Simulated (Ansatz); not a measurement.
Computed with DFT PBE, scalar-relativistic, plane waves, PAW in Ansatz. Several structures of Be4S were relaxed, and the powder pattern of one of them was computed from 10° to 70° in 2θ (λ = 1.5406 Å; lines under 1 % are left out).

Cu Kα1 powder pattern (kinematic, no thermal factors).
2θ (°) (relative intensity): 22.99 (66), 32.74 (100), 40.38 (40), 46.98 (2), 52.92 (53), 58.44 (29), 68.62 (19)

Question: Which structure gives it?
A.

```cif
data_structure
_symmetry_space_group_name_H-M 'I4/mmm'
_symmetry_Int_Tables_number 139
_cell_length_a 4.4993
_cell_length_b 4.4993
_cell_length_c 5.8225
_cell_angle_alpha 90.000
_cell_angle_beta 90.000
_cell_angle_gamma 90.000
_cell_volume 117.87
loop_
_atom_site_label
_atom_site_type_symbol
_atom_site_symmetry_multiplicity
_atom_site_Wyckoff_symbol
_atom_site_fract_x
_atom_site_fract_y
_atom_site_fract_z
_atom_site_occupancy
Be1 Be 4 e 0.00000 0.00000 0.33449 1
Be2 Be 4 c 0.00000 0.50000 0.00000 1
S1 S 2 a 0.00000 0.00000 0.00000 1
```

B.

```cif
data_structure
_symmetry_space_group_name_H-M 'Pm-3m'
_symmetry_Int_Tables_number 221
_cell_length_a 4.0069
_cell_length_b 4.0069
_cell_length_c 4.0069
_cell_angle_alpha 90.000
_cell_angle_beta 90.000
_cell_angle_gamma 90.000
_cell_volume 64.33
loop_
_atom_site_label
_atom_site_type_symbol
_atom_site_symmetry_multiplicity
_atom_site_Wyckoff_symbol
_atom_site_fract_x
_atom_site_fract_y
_atom_site_fract_z
_atom_site_occupancy
Be1 Be 3 c 0.00000 0.50000 0.50000 1
Be2 Be 1 a 0.00000 0.00000 0.00000 1
S1 S 1 b 0.50000 0.50000 0.50000 1
```

C.

```cif
data_structure
_symmetry_space_group_name_H-M 'P-43m'
_symmetry_Int_Tables_number 215
_cell_length_a 3.8653
_cell_length_b 3.8653
_cell_length_c 3.8653
_cell_angle_alpha 90.000
_cell_angle_beta 90.000
_cell_angle_gamma 90.000
_cell_volume 57.75
loop_
_atom_site_label
_atom_site_type_symbol
_atom_site_symmetry_multiplicity
_atom_site_Wyckoff_symbol
_atom_site_fract_x
_atom_site_fract_y
_atom_site_fract_z
_atom_site_occupancy
Be1 Be 4 e 0.30096 0.30096 0.30096 1
S1 S 1 a 0.00000 0.00000 0.00000 1
```

Answer: C. Its strongest line, at 2θ = 32.74°, has d = λ/(2 sin θ) = 2.733 Å and is the (1 1 0) reflection of the conventional P-43m cell with a = 3.865 Å. The others have their strongest lines at 25.0° (A); 22.2° (B).

The cells needn't be stable.
